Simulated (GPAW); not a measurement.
Runs of GPAW 26.7.0 on Ru. The structure is hexagonal, space group P6_3/mmc (No. 194). Conventional cell: a = 2.706 Å, b = 2.706 Å, c = 4.282 Å, α = 90.00°, β = 90.00°, γ = 120.00°. Around Ru (site symmetry -6m2) lie 12 Ru at 2.65 to 2.71 Å. 

```tsv
task	level	potentials or basis	cell	k mesh	cutoff (eV)	optimizer	fmax	max steps	target pressure	band path	grid spacing	gap on the mesh (eV)	pressure (GPa)	relaxed volume (Å³/atom)
relaxation of cell and atoms	PBEint	PAW data sets generated in the run's folder for this functional, pw	relaxed	8 × 8 × 5	600	BFGS	0.05 eV/Å	60	-	-	-	none	0.1	13.35
relaxation of cell and atoms	PBEsol	PAW data sets generated in the run's folder for this functional, pw	relaxed to 30 GPa	8 × 8 × 5	600	BFGS	0.02 eV/Å	60	30 GPa	-	-	none	30.0	-
relaxation of cell and atoms	PBEsol	PAW data sets generated in the run's folder for this functional, pw	relaxed	8 × 8 × 5	600	BFGS	0.02 eV/Å	60	-	-	-	none	0.1	13.26
single point	PBEsol	PAW data sets generated in the run's folder for this functional, pw	atoms moved at random, drawn with an rms of 0.05 Å	11 × 11 × 6	600	-	-	-	-	-	-	none	-6.8	-
relaxation of cell and atoms	M06-L	GPAW PAW data sets (gpaw-data 1.2.1), pw	relaxed	8 × 8 × 5	600	LBFGS	0.02 eV/Å	60	-	-	-	none	0.0	(a)
relaxation of cell and atoms	PBEsol	PAW data sets generated in the run's folder for this functional, pw	relaxed to 20 GPa	8 × 8 × 5	600	BFGS	0.02 eV/Å	60	20 GPa	-	-	none	20.0	-
```

Alike in all rows: no spin polarisation; smearing fermi-dirac 0.05 eV.

Task: Fill in the values left out.

Result: (a) 13.20.

Caveats: later steps reuse the first step's grids (some runs); the PAW data sets were made with another functional, which shifts forces and pressure a little (some runs).

A k mesh can miss the band edges, and the runs leave out spin-orbit coupling on Ru.

A gap of «none» marks a metal or a gap under the smearing width.
